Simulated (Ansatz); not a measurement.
TiAl3:

```
CELL_PARAMETERS angstrom
-1.91111 1.91111 4.28067
1.91111 -1.91111 4.28067
1.91111 1.91111 -4.28067
ATOMIC_POSITIONS crystal
Ti 0.00000 0.00000 0.00000
Al 0.25000 0.75000 0.50000
Al 0.75000 0.25000 0.50000
Al 0.50000 0.50000 0.00000
```

The cell comes from a database or a generator and needn't be the stable form of this composition.

Below is the output of Ansatz 0.2.0 for this cell. Logs are shortened: lines on timing, memory, paths and dates and some standing lists are left out, and cuts for length are marked.

```text
Warning: RAYON_NUM_THREADS=2 ignored (pool sized by the plan → 2); use --threads N
Engine: ansatz 0.2.0, aarch64-unknown-linux-gnu
Pseudopotentials: kind: paw
Pseudopotential: Ti, paw, valence charge 12, recommended cutoff 420 eV (normal), Ti.paw.azcp
Pseudopotential: Al, paw, valence charge 3, recommended cutoff 420 eV (normal), Al.paw.azcp
Functional definition: PBEsol
  exchange = pbesol_x
  correlation = pbesol_c
Crystal: 4 atoms, lattice volume = 62.538 Å³
Basis set: ecut = 420 eV, 1203 PW (Γ), exchange–correlation on 72×72×72 points (8 copies of the dense FFT grid, shifted against one another)
Bands: 15, of which v1, the nominal top of the filled ones, is band 11 counted from 1 (10 counted from 0)
Symmetry: 16 space group operations
Space group: I4/mmm (ITA 139), of the structure as read, at distance tolerance 4.0e-5 Å
k-points: 102 of 1000
Non-local potential: Ti, projectors of the file, l = 0: 3, l = 1: 2, l = 2: 3, l = 3: 1
Non-local potential: Al, projectors of the file, l = 0: 2, l = 1: 2, l = 2: 1
PAW form: soft (Blöchl's): semilocal exchange-correlation on the pseudo side does not see the compensation charge
PAW frozen core: Ti, regenerated for the run's functional, and the local potential with it (the file was generated under x = pbe(κ = 0.804, μ = 0.2195149727645171), c = pbe(β = 0.06672455060314922))
PAW frozen core: Al, regenerated for the run's functional, and the local potential with it (the file was generated under x = pbe(κ = 0.804, μ = 0.2195149727645171), c = pbe(β = 0.06672455060314922))
PAW one-centre angular grid: Ti, 590 points (default); XC on 64 Gauss nodes
PAW one-centre angular grid: Al, 110 points (default); XC on 64 Gauss nodes
Initial density: superposition of atomic densities (neutral atoms: chi_scale 0, normalization atom), corrected by the library's trained network
Initial wavefunctions: pseudopotential atomic-orbital guess
Functional: x = pbesol(κ = 0.804, μ = 0.12345679012345678), c = pbesol(β = 0.046)
SCF iter   1: F=—  HF=-4049.169318 eV  |F-HF|=—  |Δ(HF+E_count)|=         —  Δρ=5.21e-3  dr2=1.90e-2  ethr=1.77e-3  ⟨swp⟩=5.7  Hψ=8994  notcnv=0
preconditioner: auto → Kerker (q_TF=auto, 2.275 Å⁻¹)  [metal: Δε(μ)=0.040 eV  Ē_g=5.571 eV  σ=0.050 eV  W_gap=0.19  n_scr=10 (ndim 8)  ℏωp=16.9 eV  f_vac=0.000  D(μ)=1.60/eV (n_scr^D=10)]
SCF iter   2: F=—  HF=-4049.166172 eV  |F-HF|=—  |Δ(HF+E_count)|=   3.15e-3  Δρ=2.03e-3  dr2=2.78e-3  ethr=9.02e-5  ⟨swp⟩=2.0  Hψ=2761  notcnv=0
SCF iter   3: F=—  HF=-4049.165695 eV  |F-HF|=—  |Δ(HF+E_count)|=   4.76e-4  Δρ=4.46e-4  dr2=1.60e-4  ethr=1.32e-5  ⟨swp⟩=2.1  Hψ=1904  notcnv=0
SCF iter   4: F=—  HF=-4049.165657 eV  |F-HF|=—  |Δ(HF+E_count)|=   3.85e-5  Δρ=5.07e-5  dr2=2.13e-6  ethr=7.62e-7  ⟨swp⟩=2.4  Hψ=2101  notcnv=0
[... 70 lines left out ...]
Fermi energy:    9.868958 eV
--- Per-component energies (eV) ---
  E_band       = -145.098619
  E_kinetic    = 345.930198
  E_local      = -1178.289708  (includes V_loc(G=0)·N_el)
  E_nonlocal   = 42.062459
  E_hartree    = 520.031206
  E_xc         = -217.213384
  E_vxc        = -211.953747  (∫ρ·V_xc dr)
  E_paw        = -2388.000950  (= ΣΔE_a)
  E_vpaw       = -182.910340  (= ΣTr[D̂ρ^β])
  E_aug_tail   = 0.000107  (compensation charges beyond the density's cutoff)
  E_ewald      = -1173.863135
  E_core_change = 0.196801  (= ΣΔE_core)
  E_smearing   = -0.013184  (= −TS)
  E_closure    = -0.000000  (closes the sum)
  Σ components = -4049.159590   (vs F -4049.159590, Δ=0.00e0)
--- Forces (eV/Å), atoms counted from 1 ---
  atom   1  Ti    -0.00000000    -0.00000000     0.00000000
  atom   2  Al     0.00000000     0.00000000     0.00000000
  atom   3  Al    -0.00000000     0.00000000     0.00000000
  atom   4  Al    -0.00000000     0.00000000     0.00000000
  max |Σ_I F_I| component: 6.94e-18 eV/Å
--- Stress (GPa, compression-positive) ---
        1.986900       0.000000       0.000000
        0.000000       1.986900       0.000000
        0.000000       0.000000       1.986337
  P = ⅓ Tr σ = 1.9867 GPa (19.867 kbar)
--- Band table (eV; the first three rows and the last of 102) ---
  k-point 0: bands = ["-46.2469", "-22.6790", "-22.6790", "-22.6022", "-0.3513", "6.9950", "7.2302", "8.4008", "8.6199", "8.6199", "10.7355", "11.6670", "11.6670", "12.1043", "12.4903"]
  k-point 1: bands = ["-46.2466", "-22.6821", "-22.6816", "-22.6018", "-0.1390", "7.0905", "7.1722", "8.0482", "8.1963", "8.6324", "9.8971", "11.8661", "11.8722", "11.9026", "12.9428"]
  k-point 2: bands = ["-46.2459", "-22.6897", "-22.6883", "-22.6007", "0.4867", "6.7640", "7.0455", "7.5836", "7.7942", "8.6021", "8.6461", "11.8285", "12.0471", "12.1304", "13.2009"]
  k-point 101: bands = ["-46.2468", "-22.6793", "-22.6793", "-22.6058", "1.3062", "2.2029", "7.8172", "8.9639", "8.9639", "9.6182", "10.5877", "10.5877", "10.8625", "12.9812", "14.8483"]
--- Relaxed structure (4 steps of the walk, 4 accepted, 1 SCFs on fresh bases) ---
  F+E_penalty+E_count = -4049.15959024 eV   max|allowed force component| = 1.214e-17 eV/Å   (the final SCF, on the basis selected at the relaxed cell)
  cell:  # Å, volume = 61.2003 Å³
    - [-1.8979219607079167, 1.8979219607079167, 4.247535919977263]
    - [1.8979219607079167, -1.8979219607079167, 4.247535919977263]
    - [1.8979219607079167, 1.8979219607079167, -4.247535919977263]
  atoms:
    - { symbol: Ti, position: [-9.955654572789565e-37, -2.8162189815543803e-36, -3.592100196543404e-36] }
    - { symbol: Al, position: [0.25, 0.75, 0.5] }
    - { symbol: Al, position: [0.75, 0.25, 0.5] }
    - { symbol: Al, position: [0.5, 0.5, -1.4340694966668644e-35] }
```

Q: Write the input and the command behind it.

A: Relaxation of cell and atoms with PBEsol, no spin polarisation. The files as run (others can give the same):

input.yaml
```yaml
crystal:
  lattice:
    - [-1.9111067713, 1.9111067713, 4.2806687947]
    - [1.9111067713, -1.9111067713, 4.2806687947]
    - [1.9111067713, 1.9111067713, -4.2806687947]
  atoms:
    - { symbol: Ti, position: [0.0, 0.0, 0.0] }
    - { symbol: Al, position: [0.25, 0.75, 0.5] }
    - { symbol: Al, position: [0.75, 0.25, 0.5] }
    - { symbol: Al, position: [0.5, 0.5, 0.0] }
hamiltonian:
  xc: pbesol
  pseudopotentials: { kind: paw }
kpoints:
  mp_grid: { grid: [10, 10, 10] }
scf:
  occupations: { method: fermi_dirac, width: 0.05 }
output:
  forces: true
  stress: true
  eigenvalues: true
relax:
  f_tol: 0.01
  max_steps: 40
  cell: { stress_tol: 0.05, p_target: 2.0 }
```

Potentials or basis: Ansatz PAW.
Launch:
```console
$ ansatz run input.yaml --threads 2 --pin off --max-ram 5632MiB --backend cpu --events-out ev --progress --plain --runs-dir out
```

Caveat: the plane-wave basis is chosen anew once the cell has moved, so the energies of steps on either side of that aren't comparable; the PAW data sets come from PBE, with cores solved anew for the run's functional, which leaves a small shift of forces and pressure.
